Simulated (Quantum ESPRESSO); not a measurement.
Runs of Quantum ESPRESSO 7.5 on Sn. It takes space group Immm (No. 71, orthorhombic). Conventional cell: a = 3.453 Å, b = 3.551 Å, c = 4.677 Å, α = 90.00°, β = 90.00°, γ = 90.00°. Sn (site symmetry mmm) is surrounded by 12 Sn at 3.41 to 3.55 Å. This isn't the form of Sn at room conditions, which is tetragonal (white tin).

```csv
level,symmetry,SCF threshold,gap on the mesh (eV),pressure (GPa)
revTPSS,off,1e-08 Ry,none,(b)
PBEsol,-,2e-10 Ry,none,-3.7
vdW-DF-cx,-,2e-10 Ry,none,-3.4
r2SCAN,off,1e-08 Ry,none,-3.2
SCAN,off,1e-08 Ry,none,-3.8
AM05,-,2e-10 Ry,none,(a)
TASK,off,1e-08 Ry,none,(c)
RPBE,-,2e-10 Ry,none,0.9
```

Alike in all rows: task band structure; potentials or basis SG15 PBE 1.2; no spin polarisation; cell as given; k mesh 11 × 11 × 11; cutoff (eV) 952; smearing fermi-dirac 0.05 eV.

**Question.** Estimate the missing entries.

**Answer.** (a) -3.6; (b) -4.0; (c) -0.2.

Caveats: the potentials were made for another functional, which shifts forces and pressure; spin-orbit coupling is left out, which moves the levels of the heavy elements.

A k mesh can miss the band edges, and the runs leave out spin-orbit coupling on Sn.

A gap of «none» marks a metal or a gap under the smearing width.

Runs at the PBE level aren't shown here.
